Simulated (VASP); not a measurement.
Input of a VASP 6.6.1 run:

File INCAR:

```
SYSTEM = W3S
PREC = Accurate ; ENCUT = 520
EDIFF = 1E-7 ; ISMEAR = 0
SIGMA = 0.1 ; LREAL = .FALSE.
LASPH = .TRUE. ; NELM = 100
ALGO = Normal ; ISIF = 2
LWAVE = .FALSE. ; LCHARG = .FALSE.
LDIPOL = .TRUE. ; IDIPOL = 3
DIPOL = 0.5 0.5 0.372 ; GGA = PE
NBANDS = 32
```

The input KPOINTS:

```
regular mesh
0
G
  9 9 1
  0 0 0
```

The input POSCAR:

```
W3S
1.0
    2.8545944806      0.0000000000      0.0000000000
   -1.4272972403      2.4721513377      0.0000000000
    0.0000000000      0.0000000000     20.1971108355
W S
3 1
Direct
    0.6666666667      0.3333333333      0.1980481284
    0.3333333333      0.6666666667      0.3143337982
    0.0000000000      0.0000000000      0.4306116309
    0.0000000000      0.0000000000      0.5444959943
```

Potentials or basis: VASP PAW PBE potentials, release 64 (W_sv, S).

Command:

```sh
$ cat potpaw_PBE.64/W_sv/POTCAR potpaw_PBE.64/S/POTCAR > POTCAR
$ mpirun -np 1 vasp_std > vasp.out
```

Question: Predict the largest force.

Answer: 0.305 eV/Å.

Question: Estimate the band gap on the k mesh.

Answer: None (metal or under the smearing width).

Forces in eV/Å, atoms in the order of the input:
```
W    0.000  0.000  0.133
W    0.000  0.000 -0.305
W    0.000  0.000  0.163
S    0.000  0.000  0.008
```

The run has no spin-orbit coupling, so splittings on W are missing.
